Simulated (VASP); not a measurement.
# TiPt3 (Pm-3m) in VASP: reference runs

Aim: a first look at TiPt3 with PBEsol, on the cell as given and on a disturbed one.

Program: VASP 6.6.1. These are calculated values, not measurements. Logs are shortened: lines on timing, memory, paths and dates and some standing lists are left out, and cuts for length are marked.

**1. Starting point**

It takes space group Pm-3m (No. 221, cubic). The conventional cell has a = 3.897 Å, b = 3.897 Å, c = 3.897 Å, α = 90.00°, β = 90.00°, γ = 90.00°. Pt (site symmetry 4/mmm) has 8 Pt at 2.76 Å and 4 Ti at 2.76 Å as nearest neighbours. Around Ti (site symmetry m-3m) lie 12 Pt at 2.76 Å.

**2. Single point, PBEsol**

Contents of INCAR:

```
SYSTEM = TiPt3
PREC = Accurate
ENCUT = 520
EDIFF = 1E-7
ISMEAR = -1
SIGMA = 0.05
LREAL = .False.
LASPH = .True.
NELM = 80
ALGO = Normal
ISIF = 2
LWAVE = .False.
LCHARG = .False.
GGA = PS
NBANDS = 29
```

Contents of KPOINTS:

```
regular mesh
0
Gamma
  7 7 7
  0 0 0
```

Contents of POSCAR:

```
TiPt3
1.0
    3.8970000000      0.0000000000      0.0000000000
    0.0000000000      3.8970000000      0.0000000000
    0.0000000000      0.0000000000      3.8970000000
Pt Ti
3 1
Direct
    0.5000000000      0.5000000000      0.0000000000
    0.5000000000      0.0000000000      0.5000000000
    0.0000000000      0.5000000000      0.5000000000
    0.0000000000      0.0000000000      0.0000000000
```

Potentials or basis: VASP PAW PBE potentials, release 64 (Pt, Ti_sv).

Command:

```bash
cat potpaw_PBE.64/Pt/POTCAR potpaw_PBE.64/Ti_sv/POTCAR > POTCAR
mpirun -np 1 vasp_std > vasp.out
```

OUTCAR:

```text
SYSTEM = TiPt3
   PREC = Accurate
   ENCUT = 520
   EDIFF = 1E-7
   ISMEAR = -1
   LREAL = .False.
   LASPH = .True.
   NELM = 80
   ISIF = 2
   GGA = PS

 ion  position               nearest neighbor table
   1  0.500  0.500  0.000-   2 2.76   3 2.76   4 2.76   2 2.76   3 2.76   2 2.76   4 2.76   2 2.76
                             3 2.76   4 2.76   3 2.76   4 2.76
   2  0.500  0.000  0.500-   1 2.76   3 2.76   4 2.76   1 2.76   4 2.76   1 2.76   3 2.76   1 2.76
                             3 2.76   4 2.76   4 2.76   3 2.76
   3  0.000  0.500  0.500-   1 2.76   2 2.76   4 2.76   1 2.76   4 2.76   2 2.76   4 2.76   4 2.76
                             1 2.76   2 2.76   1 2.76   2 2.76
   4  0.000  0.000  0.000-   1 2.76   2 2.76   3 2.76   2 2.76   3 2.76   1 2.76   3 2.76   3 2.76
                             1 2.76   2 2.76   2 2.76   1 2.76

  LATTYP: Found a simple cubic cell.
 ALAT       =     3.8970000000

  Lattice vectors:

 A1 = (   3.8970000000,   0.0000000000,   0.0000000000)
 A2 = (   0.0000000000,   3.8970000000,   0.0000000000)
 A3 = (   0.0000000000,   0.0000000000,   3.8970000000)

Analysis of symmetry for initial positions (statically):
=====================================================================
 Subroutine PRICEL returns:
 Original cell was already a primitive cell.

 Routine SETGRP: Setting up the symmetry group for a
 simple cubic supercell.

 Subroutine GETGRP returns: Found 48 space group operations
 (whereof 48 operations were pure point group operations)
 out of a pool of 48 trial point group operations.

The static configuration has the point symmetry O_h .

Analysis of symmetry for dynamics (positions and initial velocities):
=====================================================================
 Subroutine PRICEL returns:
 Original cell was already a primitive cell.

 Routine SETGRP: Setting up the symmetry group for a
 simple cubic supercell.

 Subroutine GETGRP returns: Found 48 space group operations
 (whereof 48 operations were pure point group operations)
 out of a pool of 48 trial point group operations.

The dynamic configuration has the point symmetry O_h .

 Subroutine INISYM returns: Found 48 space group operations
 (whereof 48 operations are pure point group operations),
 and found     1 'primitive' translations

----------------------------------------------------------------------------------------

                                     Primitive cell

  volume of cell :      59.1822

  direct lattice vectors                    reciprocal lattice vectors
     3.897000000  0.000000000  0.000000000     0.256607647  0.000000000  0.000000000
     0.000000000  3.897000000  0.000000000     0.000000000  0.256607647  0.000000000
     0.000000000  0.000000000  3.897000000     0.000000000  0.000000000  0.256607647

  length of vectors
     3.897000000  3.897000000  3.897000000     0.256607647  0.256607647  0.256607647

  position of ions in fractional coordinates (direct lattice)
     0.500000000  0.500000000  0.000000000
     0.500000000  0.000000000  0.500000000
     0.000000000  0.500000000  0.500000000
     0.000000000  0.000000000  0.000000000

  ion indices of the primitive-cell ions
   primitive index   ion index
                 1           1
                 2           2
                 3           3
                 4           4

----------------------------------------------------------------------------------------

 KPOINTS: regular mesh

Automatic generation of k-mesh.
 Grid dimensions read from file:
 generate k-points for:    7    7    7

 Generating k-lattice:

  Cartesian coordinates                     Fractional coordinates (reciprocal lattice)
     0.036658235  0.000000000  0.000000000     0.142857143  0.000000000  0.000000000
     0.000000000  0.036658235  0.000000000     0.000000000  0.142857143  0.000000000
     0.000000000  0.000000000  0.036658235     0.000000000  0.000000000  0.142857143

  Length of vectors
     0.036658235  0.036658235  0.036658235

  Shift w.r.t. Gamma in fractional coordinates (k-lattice)
     0.000000000  0.000000000  0.000000000

 Subroutine IBZKPT returns following result:
 ===========================================

 Found     20 irreducible k-points:

 Following reciprocal coordinates:
            Coordinates               Weight
  0.000000  0.000000  0.000000      1.000000
  0.142857  0.000000  0.000000      6.000000
  0.285714  0.000000  0.000000      6.000000
  0.428571  0.000000  0.000000      6.000000
  0.142857  0.142857  0.000000     12.000000
  0.285714  0.142857  0.000000     24.000000
[... 12 lines left out ...]
  0.428571  0.428571  0.285714     24.000000
  0.428571  0.428571  0.428571      8.000000
   k-points           NKPTS =     20   k-points in BZ     NKDIM =     20   number of bands    NBANDS=     29
   number of dos      NEDOS =    301   number of ions     NIONS =      4
   total plane-waves  NPLWV =  27000
   dimension x,y,z NGX =    30 NGY =   30 NGZ =   30
   dimension x,y,z NGXF=    60 NGYF=   60 NGZF=   60
   ions per type =               3   1
   NGX,Y,Z   is equivalent  to a cutoff of  12.80, 12.80, 12.80 a.u.
   NGXF,Y,Z  is equivalent  to a cutoff of  25.60, 25.60, 25.60 a.u.
 SYSTEM =  TiPt3
   PREC   = accura    normal or accurate (medium, high low for compatibility)
   ISTART =      0    job   : 0-new  1-cont  2-samecut
   ICHARG =      2    charge: 1-file 2-atom 10-const
   ISPIN  =      1    spin polarized calculation?
   LNONCOLLINEAR =      F non collinear calculations
   LSORBIT =      F    spin-orbit coupling
   LASPH  =      T    aspherical Exc in radial PAW
   ENCUT  =  520.0 eV  38.22 Ry    6.18 a.u.   7.25  7.25  7.25*2*pi/ulx,y,z
   NELM   =     80;   NELMIN=  2; NELMDL= -5     # of ELM steps
   EDIFF  = 0.1E-06   stopping-criterion for ELM
   LREAL  =      F    real-space projection
   EDIFFG = 0.1E-05   stopping-criterion for IOM
   NSW    =      0    number of steps for IOM
   IBRION =     -1    ionic relax: 0-MD 1-quasi-New 2-CG
   NFREE  =      0    steps in history (QN), initial steepest desc. (CG)
   ISIF   =      2    stress and relaxation
   ISYM   =      2    0-nonsym 1-usesym 2-fastsym
   POTIM  = 0.5000    time-step for ionic-motion
   TEBEG  =    0.0;   TEEND  =   0.0 temperature during run
   PSTRESS=    0.0 pullay stress
   NELECT =      42.0000    total number of electrons
   NUPDOWN=      -1.0000    fix difference up-down
   EMIN   =  10.00;   EMAX   =-10.00  energy-range for DOS
   EFERMI =   0.00;   METHOD = LEGACY
   ISMEAR =    -1;   SIGMA  =   0.05  broadening in eV -4-tet -1-fermi 0-gaus
   EFERMI_NEDOS =   21; number of points for ismear=-14 and -15
   IALGO  =     38    algorithm
   IMIX   =      4    mixing-type and parameters
     AMIX     =   0.40;   BMIX     =  1.00
     AMIX_MAG =   1.60;   BMIX_MAG =  1.00
  volume/ion in A,a.u.               =      14.80        99.85
  Fermi-wavevector in a.u.,A,eV,Ry     =   1.460251  2.759474 29.012153  2.132333
  Thomas-Fermi vector in A             =   2.576723
   LORBIT       =      0    0 simple, 1 ext, 2 COOP (PROOUT), +10 PAW based schemes
   GGA     = PS    functional components
   LHFCALC =     F    Hartree Fock is set to
   AEXX    =    0.0000 exact exchange contribution
   IVDW    =     0    specifies the selected vdW correction
   LEPSILON=     F    determine dielectric tensor
   LRPA    =     F    only Hartree local field effects (RPA)
 non-spin polarized calculation
  energy-cutoff  :      520.00
  volume of cell :       59.18
 maximum number of plane-waves:      1604
 NGX is ok and might be reduce to    30
   NGX = 15   NGY = 15   NGZ = 15

 number of electron      41.9999997 magnetization

 Free energy of the ion-electron system (eV)
  ---------------------------------------------------
  ext. energy  EPLUGINS =         0.00000000
  ---------------------------------------------------
  free energy    TOTEN  =       -32.75831050 eV

  energy without entropy =      -32.74513969  energy(sigma->0) =      -32.75172509

 E-fermi :  11.7291     XC(G=0): -13.4231

 val. band max:       11.5954510206   @ k =   0.4286   0.0000   0.0000
 cond. band min:      11.7456863687   @ k =   0.0000   0.0000   0.0000
 fundamental gap:      0.1502353481
 Fermi energy:        11.7291175139

 k-point     1 :       0.0000    0.0000    0.0000
  band No.  band energies     occupation
      1     -46.2218      2.00000
      2     -22.5433      2.00000
      3     -22.5433      2.00000
      4     -22.5433      2.00000
      5       1.4155      2.00000
      6       4.2483      2.00000
[... 21 lines left out ...]
     28      13.7677      0.00000
     29      20.0869      0.00000

 k-point     2 :       0.1429    0.0000    0.0000
  band No.  band energies     occupation
      1     -46.2215      2.00000
      2     -22.5489      2.00000
      3     -22.5442      2.00000
      4     -22.5442      2.00000
      5       1.6856      2.00000
      6       4.4182      2.00000
[... 21 lines left out ...]
     28      15.0330      0.00000
     29      19.6336      0.00000

 k-point     3 :       0.2857    0.0000    0.0000
  band No.  band energies     occupation
      1     -46.2207      2.00000
      2     -22.5613      2.00000
      3     -22.5461      2.00000
      4     -22.5461      2.00000
      5       2.4432      2.00000
      6       4.8138      2.00000
[... 21 lines left out ...]
     28      16.9403      0.00000
     29      18.9055      0.00000

 k-point     4 :       0.4286    0.0000    0.0000
  band No.  band energies     occupation
      1     -46.2200      2.00000
      2     -22.5713      2.00000
      3     -22.5477      2.00000
      4     -22.5477      2.00000
      5       3.4155      2.00000
      6       4.8575      2.00000
[... 469 lines left out ...]
     28      15.3952      0.00000
     29      17.2011      0.00000

 k-point    19 :       0.4286    0.4286    0.2857
  band No.  band energies     occupation
      1     -46.2194      2.00000
      2     -22.5608      2.00000
      3     -22.5591      2.00000
      4     -22.5546      2.00000
      5       4.3067      2.00000
      6       4.6393      2.00000
[... 21 lines left out ...]
     28      14.6133      0.00000
     29      17.6224      0.00000

 k-point    20 :       0.4286    0.4286    0.4286
  band No.  band energies     occupation
      1     -46.2195      2.00000
      2     -22.5583      2.00000
      3     -22.5566      2.00000
      4     -22.5566      2.00000
      5       4.1811      2.00000
      6       4.3635      2.00000
[... 21 lines left out ...]
     28      13.4884      0.00000
     29      17.4086      0.00000

------------------------ aborting loop because EDIFF is reached ----------------------------------------

  FORCE on cell =-STRESS in cart. coord.  units (eV):
  Direction    XX          YY          ZZ          XY          YZ          ZX
  --------------------------------------------------------------------------------------
  -------------------------------------------------------------------------------------
  Total        0.0777162      0.0777162      0.0777162      0.0000000      0.0000000     -0.0000000
  in kB        2.1039284      2.1039284      2.1039284      0.0000000      0.0000000     -0.0000000
  external PRESSURE =       2.1039284 kB  Pullay stress =       0.0000000 kB

 VOLUME and BASIS-vectors are now :
 -----------------------------------------------------------------------------
  energy-cutoff  :      520.00
  volume of cell :       59.18
      direct lattice vectors                 reciprocal lattice vectors
     3.897000000  0.000000000  0.000000000     0.256607647  0.000000000  0.000000000
     0.000000000  3.897000000  0.000000000     0.000000000  0.256607647  0.000000000
     0.000000000  0.000000000  3.897000000     0.000000000  0.000000000  0.256607647

 POSITION                                       TOTAL-FORCE (eV/Angst)
 -----------------------------------------------------------------------------------
      1.94850      1.94850      0.00000         0.000000      0.000000      0.000000
      1.94850      0.00000      1.94850         0.000000      0.000000      0.000000
      0.00000      1.94850      1.94850         0.000000      0.000000      0.000000
      0.00000      0.00000      0.00000         0.000000      0.000000      0.000000
 -----------------------------------------------------------------------------------
    total drift:                                0.000000      0.000000     -0.000000

  FREE ENERGIE OF THE ION-ELECTRON SYSTEM (eV)
  ---------------------------------------------------
  free  energy   TOTEN  =       -32.7583104955 eV

  energy  without entropy=      -32.7451396936  energy(sigma->0) =      -32.75172509
```

Wall time 41 s (1 thread of Intel Xeon Platinum 8488C (Sapphire Rapids), shared host); peak memory 0.18 GiB.

Results:

| Property | Result |
| --- | --- |
| Free energy | -32.7583 eV |
| Pressure | 0.2 GPa |
| Band gap on the k mesh | none (metal or under the smearing width) |

Caveat: the PAW data sets were made with another functional, which shifts forces and pressure a little.

**3. Single point, PBEsol (atoms moved at random, drawn with an rms of 0.05 Å)**

INCAR is that of step 2.

KPOINTS is that of step 2.

Contents of POSCAR:

```
TiPt3
1.0
    3.8970000000      0.0000000000      0.0000000000
    0.0000000000      3.8970000000      0.0000000000
    0.0000000000      0.0000000000      3.8970000000
Pt Ti
3 1
Direct
    0.4932930000      0.4955640000      0.0106690000
    0.5038130000     -0.0077050000      0.4867390000
    0.0085140000      0.5096900000      0.5090040000
   -0.0130100000      0.0053160000      0.0044800000
```

Potentials or basis: VASP PAW PBE potentials, release 64 (Pt, Ti_sv).

Command:

```bash
cat potpaw_PBE.64/Pt/POTCAR potpaw_PBE.64/Ti_sv/POTCAR > POTCAR
mpirun -np 1 vasp_std > vasp.out
```

It took 5.1 min on 1 thread of Intel Xeon Platinum 8488C (Sapphire Rapids), shared host; peak memory 0.37 GiB.

The run converged. Its results:

- Free energy: -32.6834 eV
- Pressure: 1.2 GPa
- Largest force: 0.993 eV/Å
- Band gap on the k mesh: none (metal or under the smearing width)

Forces on the atoms (eV/Å):
```
Pt   0.353 -0.039 -0.729
Pt   0.015  0.618  0.777
Pt  -0.625 -0.491  0.034
Ti   0.257 -0.088 -0.082
```

Stress tensor (GPa, compression positive):
```
 0.94  0.06 -0.20
 0.06  1.33  0.06
-0.20  0.06  1.22
```

Levels at points of the mesh, in eV from the Fermi level:
| k point | band 17 | band 18 | band 19 | band 20 | band 21 | band 22 | band 23 | band 24 | band 25 | band 26 |
| --- | --- | --- | --- | --- | --- | --- | --- | --- | --- | --- |
| (0.00, 0.00, 0.00) | -0.60 | -0.02 | 0.00 | 0.01 | 1.14 | 1.32 | 1.58 | 1.62 | 1.80 | 2.03 |

Caveat: the PAW data sets were made with another functional, which shifts forces and pressure a little. The run has no spin-orbit coupling, so splittings on Pt are missing.
